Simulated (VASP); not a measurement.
# Mo (Im-3m) in VASP: further runs

One crystal, Mo, is run at these levels: PBE; tasks: single point.

Everything below comes from runs of VASP 6.6.1. Logs are shortened: lines on timing, memory, paths and dates and some standing lists are left out, and cuts for length are marked.

## 1. The undisturbed crystal

It takes space group Im-3m (No. 229, cubic). The conventional cell has a = 3.168 Å, b = 3.168 Å, c = 3.168 Å, α = 90.00°, β = 90.00°, γ = 90.00°. Around Mo (site symmetry m-3m) lie 8 Mo at 2.74 Å.

## 2. Single point, PBE (grid = ENCUT=400 dk=0.6 cell=2x2x2 ISMEAR=1 SIGMA=0.1 LREAL=Auto EDIFF=1e-06)

The input, INCAR:

```
SYSTEM = Mo
ALGO = Fast
EDIFF = 1E-6
ENCUT = 400
GGA = PE
ISIF = 2
ISMEAR = 1
LASPH = .TRUE.
LCHARG = .FALSE.
LREAL = Auto
LWAVE = .FALSE.
NBANDS = 57
NELM = 120
PREC = Accurate
SIGMA = 0.1
```

The input, KPOINTS:

```
k-points
0
G
  3 3 3
  0 0 0
```

The input, POSCAR:

```
Mo
1.0
   -3.1676179438      3.1676179438      3.1676179438
    3.1676179438     -3.1676179438      3.1676179438
    3.1676179438      3.1676179438     -3.1676179438
Mo
7
Direct
    0.0000000000      0.0000000000      0.5000000000
    0.0000000000      0.5000000000      0.0000000000
    0.0000000000      0.5000000000      0.5000000000
    0.5000000000      0.0000000000      0.0000000000
    0.5000000000      0.0000000000      0.5000000000
    0.5000000000      0.5000000000      0.0000000000
    0.5000000000      0.5000000000      0.5000000000
```

Potentials or basis: VASP PAW PBE potentials, release 64 (Mo_sv).

Run with:

```
cat potpaw_PBE.64/Mo_sv/POTCAR > POTCAR
mpirun -np 1 vasp_std > vasp.out
```

OUTCAR:

```text
SYSTEM = Mo
   EDIFF = 1E-6
   ENCUT = 400
   GGA = PE
   ISIF = 2
   ISMEAR = 1
   LASPH = .TRUE.
   LREAL = Auto
   NELM = 120
   PREC = Accurate

 Found      4 irreducible k-points:

 Following reciprocal coordinates:
            Coordinates               Weight
  0.000000  0.000000  0.000000      1.000000
  0.333333  0.000000  0.000000     12.000000
  0.333333  0.333333  0.000000      8.000000
 -0.333333  0.333333  0.333333      6.000000
   k-points           NKPTS =      4   k-points in BZ     NKDIM =      4   number of bands    NBANDS=     57
   number of dos      NEDOS =    301   number of ions     NIONS =      7
   total plane-waves  NPLWV =  46656
   dimension x,y,z NGX =    36 NGY =   36 NGZ =   36
   dimension x,y,z NGXF=    72 NGYF=   72 NGZF=   72
   ions per type =               7
   NGX,Y,Z   is equivalent  to a cutoff of  10.91, 10.91, 10.91 a.u.
   NGXF,Y,Z  is equivalent  to a cutoff of  21.82, 21.82, 21.82 a.u.
 SYSTEM =  Mo
   PREC   = accura    normal or accurate (medium, high low for compatibility)
   ISTART =      0    job   : 0-new  1-cont  2-samecut
   ICHARG =      2    charge: 1-file 2-atom 10-const
   ISPIN  =      1    spin polarized calculation?
   LNONCOLLINEAR =      F non collinear calculations
   LSORBIT =      F    spin-orbit coupling
   LASPH  =      T    aspherical Exc in radial PAW
   ENCUT  =  400.0 eV  29.40 Ry    5.42 a.u.   8.95  8.95  8.95*2*pi/ulx,y,z
   NELM   =    120;   NELMIN=  2; NELMDL= -5     # of ELM steps
   EDIFF  = 0.1E-05   stopping-criterion for ELM
   LREAL  =      T    real-space projection
   EDIFFG = 0.1E-04   stopping-criterion for IOM
   NSW    =      0    number of steps for IOM
   IBRION =     -1    ionic relax: 0-MD 1-quasi-New 2-CG
   NFREE  =      0    steps in history (QN), initial steepest desc. (CG)
   ISIF   =      2    stress and relaxation
   ISYM   =      2    0-nonsym 1-usesym 2-fastsym
   POTIM  = 0.5000    time-step for ionic-motion
   TEBEG  =    0.0;   TEEND  =   0.0 temperature during run
   PSTRESS=    0.0 pullay stress
   NELECT =      98.0000    total number of electrons
   NUPDOWN=      -1.0000    fix difference up-down
   EMIN   =  10.00;   EMAX   =-10.00  energy-range for DOS
   EFERMI =   0.00;   METHOD = LEGACY
   ISMEAR =     1;   SIGMA  =   0.10  broadening in eV -4-tet -1-fermi 0-gaus
   EFERMI_NEDOS =   21; number of points for ismear=-14 and -15
   IALGO  =     68    algorithm
   IMIX   =      4    mixing-type and parameters
     AMIX     =   0.40;   BMIX     =  1.00
     AMIX_MAG =   1.60;   BMIX_MAG =  1.00
  volume/ion in A,a.u.               =      18.16       122.56
  Fermi-wavevector in a.u.,A,eV,Ry     =   1.501058  2.836588 30.656298  2.253174
  Thomas-Fermi vector in A             =   2.612478
   LORBIT       =      0    0 simple, 1 ext, 2 COOP (PROOUT), +10 PAW based schemes
   GGA     = PE    functional components
   LHFCALC =     F    Hartree Fock is set to
   AEXX    =    0.0000 exact exchange contribution
   IVDW    =     0    specifies the selected vdW correction
   LEPSILON=     F    determine dielectric tensor
   LRPA    =     F    only Hartree local field effects (RPA)
 non-spin polarized calculation
 RMM-DIIS sequential band-by-band and
 Methfessel and Paxton  Order N= 1 SIGMA  =   0.10
  energy-cutoff  :      400.00
  volume of cell :      127.13
 maximum number of plane-waves:      2330
   NGX = 17   NGY = 17   NGZ = 17

 number of electron      98.0000035 magnetization

 Free energy of the ion-electron system (eV)
  ---------------------------------------------------
  ext. energy  EPLUGINS =         0.00000000
  ---------------------------------------------------
  free energy    TOTEN  =       -73.07862869 eV

  energy without entropy =      -73.07003136  energy(sigma->0) =      -73.07576291

 E-fermi :  10.0030     XC(G=0): -12.4190

 val. band max:        9.9614844938   @ k =  -0.3333   0.3333   0.3333
 cond. band min:      10.0057562185   @ k =  -0.3333   0.3333   0.3333
 fundamental gap:      0.0442717246
 Fermi energy:        10.0029960219

 k-point     1 :       0.0000    0.0000    0.0000
  band No.  band energies     occupation
      1     -50.9987      2.00000
      2     -50.8544      2.00000
      3     -50.8544      2.00000
      4     -50.8544      2.00000
      5     -50.6674      2.00000
      6     -50.6674      2.00000
[... 49 lines left out ...]
     56      12.5456      0.00000
     57      12.5468      0.00000

 k-point     2 :       0.3333    0.0000    0.0000
  band No.  band energies     occupation
      1     -50.9531      2.00000
      2     -50.8733      2.00000
      3     -50.8546      2.00000
      4     -50.8545      2.00000
      5     -50.6677      2.00000
      6     -50.6649      2.00000
[... 49 lines left out ...]
     56      11.9252     -0.00000
     57      12.0015     -0.00000

 k-point     3 :       0.3333    0.3333    0.0000
  band No.  band energies     occupation
      1     -50.8973      2.00000
      2     -50.8973      2.00000
      3     -50.8770      2.00000
      4     -50.8518      2.00000
      5     -50.6576      2.00000
      6     -50.6533      2.00000
[... 49 lines left out ...]
     56      11.7222     -0.00000
     57      12.0160      0.00000

 k-point     4 :      -0.3333    0.3333    0.3333
  band No.  band energies     occupation
      1     -50.9143      2.00000
      2     -50.8689      2.00000
      3     -50.8689      2.00000
      4     -50.8406      2.00000
      5     -50.6827      2.00000
      6     -50.6658      2.00000
[... 49 lines left out ...]
     56      11.3258     -0.00000
     57      11.4207     -0.00000

------------------------ aborting loop because EDIFF is reached ----------------------------------------

  FORCE on cell =-STRESS in cart. coord.  units (eV):
  Direction    XX          YY          ZZ          XY          YZ          ZX
  --------------------------------------------------------------------------------------
  -------------------------------------------------------------------------------------
  Total       -9.2351851     -9.2351851     -9.2351851      0.0000000     -0.0000000      0.0000000
  in kB     -116.3852152   -116.3852152   -116.3852152      0.0000000     -0.0000000      0.0000000
  external PRESSURE =    -116.3852152 kB  Pullay stress =       0.0000000 kB

 VOLUME and BASIS-vectors are now :
 -----------------------------------------------------------------------------
  energy-cutoff  :      400.00
  volume of cell :      127.13
      direct lattice vectors                 reciprocal lattice vectors
    -3.167617944  3.167617944  3.167617944     0.000000000  0.157847319  0.157847319
     3.167617944 -3.167617944  3.167617944     0.157847319  0.000000000  0.157847319
     3.167617944  3.167617944 -3.167617944     0.157847319  0.157847319  0.000000000

 POSITION                                       TOTAL-FORCE (eV/Angst)
 -----------------------------------------------------------------------------------
      1.58381      1.58381     -1.58381        -0.000000      0.000000      0.000000
      1.58381     -1.58381      1.58381        -0.000000     -0.000000      0.000000
      3.16762      0.00000      0.00000         0.000000     -0.000000     -0.000000
     -1.58381      1.58381      1.58381        -0.000000      0.000000     -0.000000
      0.00000      3.16762      0.00000        -0.000000     -0.000000     -0.000000
      0.00000      0.00000      3.16762        -0.000000     -0.000000     -0.000000
      1.58381      1.58381      1.58381         0.000000     -0.000000      0.000000
 -----------------------------------------------------------------------------------
    total drift:                                0.000000      0.000000      0.000000

  FREE ENERGIE OF THE ION-ELECTRON SYSTEM (eV)
  ---------------------------------------------------
  free  energy   TOTEN  =       -73.0786286891 eV

  energy  without entropy=      -73.0700313588  energy(sigma->0) =      -73.07576291
```

Wall time 35 s (1 thread of AMD EPYC 9R45 (Zen 5), shared host); peak memory 0.17 GiB.

The run converged, but some of its settings lie outside the range that counts as converged, so its numbers aren't taken as properties of the crystal.

What came out:

```yaml
Free_energy: -73.0786 eV
Pressure: -11.6 GPa
Band_gap_on_the_k_mesh: none (metal or under the smearing width)
```

Caveat: the k mesh is coarse (spacing up to 0.47 Å⁻¹), so the values aren't converged.

## 3. Single point, PBE (grid = ENCUT=280 dk=0.35 cell=2x2x2 ISMEAR=1 SIGMA=0.1 LREAL=Auto EDIFF=1e-06)

INCAR: that of step 2 with these lines changed.

```diff
@@ -3,3 +3,3 @@
 EDIFF = 1E-6
-ENCUT = 400
+ENCUT = 280
 GGA = PE
```

The input, KPOINTS:

```
k-points
0
G
  5 5 5
  0 0 0
```

POSCAR is that of step 2.

Potentials or basis: VASP PAW PBE potentials, release 64 (Mo_sv).

Run with:

```
cat potpaw_PBE.64/Mo_sv/POTCAR > POTCAR
mpirun -np 1 vasp_std > vasp.out
```

It took 44 s on 1 thread of AMD EPYC 9R45 (Zen 5), shared host; peak memory 0.14 GiB.

These settings aren't checked as converged: the numbers below hold their error.

Results:

```
Free energy            : -73.0720 eV
Band gap on the k mesh : none (metal or under the smearing width)
```

Caveat: the cutoff is under 1.25 times the usual one of these potentials, so pressure, stress and relaxed cells hold a basis-set (Pulay) error.

## 4. Single point, PBE (grid = ENCUT=400 dk=0.45 cell=2x2x2 ISMEAR=1 SIGMA=0.1 LREAL=Auto EDIFF=1e-06)

INCAR: that of step 3 with these lines changed.

```diff
@@ -3,3 +3,3 @@
 EDIFF = 1E-6
-ENCUT = 280
+ENCUT = 400
 GGA = PE
```

The input, KPOINTS:

```
k-points
0
G
  4 4 4
  0 0 0
```

POSCAR is that of step 3.

Run with:

```
cat potpaw_PBE.64/Mo_sv/POTCAR > POTCAR
mpirun -np 1 vasp_std > vasp.out
```

Wall time 69 s (1 thread of AMD EPYC 9R45 (Zen 5), shared host); peak memory 0.18 GiB.

The run converged, but some of its settings lie outside the range that counts as converged, so its numbers aren't taken as properties of the crystal.

What came out:

| Item | Value |
| --- | --- |
| Free energy | -72.9505 eV |
| Pressure | -11.4 GPa |
| Band gap on the k mesh | none (metal or under the smearing width) |

## 5. Single point, PBE (grid = ENCUT=340 dk=0.35 cell=2x2x2 ISMEAR=1 SIGMA=0.1 LREAL=Auto EDIFF=1e-06)

INCAR: that of step 4 with these lines changed.

```diff
@@ -3,3 +3,3 @@
 EDIFF = 1E-6
-ENCUT = 400
+ENCUT = 340
 GGA = PE
```

The input, KPOINTS:

```
k-points
0
G
  5 5 5
  0 0 0
```

POSCAR is that of step 4.

Run with:

```
cat potpaw_PBE.64/Mo_sv/POTCAR > POTCAR
mpirun -np 1 vasp_std > vasp.out
```

Wall time 84 s (1 thread of AMD EPYC 9R45 (Zen 5), shared host); peak memory 0.18 GiB.

These settings aren't checked as converged: the numbers below hold their error.

What came out:

```yaml
Free_energy: -73.0477 eV
Pressure: -11.7 GPa
Band_gap_on_the_k_mesh: none (metal or under the smearing width)
```

## 6. The reference run

An earlier run on the cell as given: functional PBE; potentials or basis VASP PAW PBE potentials, release 64 (Mo_sv); cutoff 520 eV; k mesh 12 × 12 × 12; occupations fermi-dirac, width 0.05 eV; no spin polarisation.

* Pressure: -1.4 GPa
* Band gap on the k mesh: none (metal or under the smearing width)
